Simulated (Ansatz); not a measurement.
# ZrS (Fm-3m), a vibration from a frozen displacement

Theory: DFT r2SCAN, scalar-relativistic, plane waves, PAW (Ansatz 0.2.0). The runs took a 500 eV cutoff, a Γ-centred 16×16×16 mesh and Gaussian smearing (0.15 eV). No spin polarisation. Energies are free energies at this smearing, counted from the undisturbed cell; pressure is positive in compression.

Zero of the scan (as given, not relaxed at this level; it stands at -2.0 GPa, and it needn't be the usual structure):

```
Zr S
1.0
     0.00000    2.62500    2.62500
     2.62500    0.00000    2.62500
     2.62500    2.62500    0.00000
Zr S
1 1
Direct
  0.00000 0.00000 0.00000
  0.50000 0.50000 0.50000
```

Every Zr atom is moved by x along the Cartesian unit vector (0.000, 0.000, -1.000); the cell and all other atoms stay fixed. The cell's volume is 36.18 Å³; the moved atoms weigh 91.224 u together and the others 32.060 u. Some rows repeat others by symmetry and weren't run.

```
  x (Å)  ΔE (meV/cell) total force on the moved atoms along the move (eV/Å) pressure (GPa)
-0.5000        1163.01                                                6.9273         15.4645
-0.4375         788.51                                                5.1308         10.7948
-0.3750         513.60                                                3.7218          7.0481
-0.3125         317.94                                                2.5896          4.0872
-0.2500         182.77                                                1.7748          1.7810
-0.1875          93.18                                                1.1185          0.0749
-0.1250          38.48                                                0.6559         -1.0982
-0.0625           9.12                                                0.2969         -1.7831
 0.0000           0.00                                                0.0000         -2.0066
 0.0625           9.12                                               -0.2969         -1.7831
 0.1250          38.48                                               -0.6559         -1.0982
 0.1875          93.18                                               -1.1185          0.0749
 0.2500         182.77                                               -1.7748          1.7810
 0.3125         317.94                                               -2.5896          4.0872
 0.3750         513.60                                               -3.7218          7.0481
 0.4375         788.51                                               -5.1308         10.7948
 0.5000        1163.01                                               -6.9273         15.4645
```

**Question.** What frequency belongs to this motion?

**Answer.** The force constant is k = −dF/dx = 4.750 eV/Å², from the parabola through x = -0.0625, 0 and 0.0625. In every cell the moved atoms swing against the rest, so the mass is μ = m₁m₂/(m₁ + m₂) = 23.723 u, and ν̃ = 521.5 cm⁻¹ × √(|k|/μ) = 233 cm⁻¹, at this cell's pressure of -2.0 GPa. To first order in x, and within 1 %, the force on every atom lies along the move and, within each of the two groups, in proportion to the atom's mass, so this is itself a mode at the zone centre of this cell.

**Question.** How far does the harmonic law reach?

**Answer.** At x = -0.500 Å, kx²/2 = 593.80 meV against the computed 1163.01 meV (+95.9 %): the well stiffens in this direction at large amplitude.

**Question.** The pressure changes with x². What does that say about the frequency under compression?

**Answer.** With E = k(V)x²/2, k ∝ V^(−2γ) and x scaling with the cell as V^(1/3), P − P0 = −∂E/∂V = (2γ − 2/3) ΔE/V. At x = 0.1250 Å, V(P − P0) = 36.18 × 0.90841 / 160.2 eV = 205.11 meV and ΔE = 38.48 meV, so γ = 1/3 + V(P − P0)/(2ΔE) = 3.00. This is the Grüneisen parameter of the motion under uniform scaling of the cell: shrinking the cell evenly by 1 % in volume raises the frequency by about 3.00 %.

In a metal these slopes depend on the k mesh and the smearing.

The restoring force at every displacement shows that rocksalt ZrS has no tendency towards polar off-centring along this axis. The well is even in x because the Zr site is a centre of inversion, so the leading anharmonic term is quartic. The stiffening probably comes from short-range repulsion: as Zr approaches the sulfur ahead of it, the overlap of closed shells rises steeply, faster than the bond behind it weakens. The same repulsion would explain the strong hardening under compression, and the positive Grüneisen parameter means that this mode favours thermal expansion.

Formally divalent Zr keeps two d electrons, which partly fill the t2g-derived bands. This probably weakens the mixing of filled sulfur p with empty metal d states that drives off-centring in many d0 compounds. In the metal, free carriers also screen the long-range field of the polar displacement, so the usual splitting between longitudinal and transverse optical modes is absent at the zone centre. Stability against zone-boundary phonons or a change to another structure type doesn't follow from this single mode.
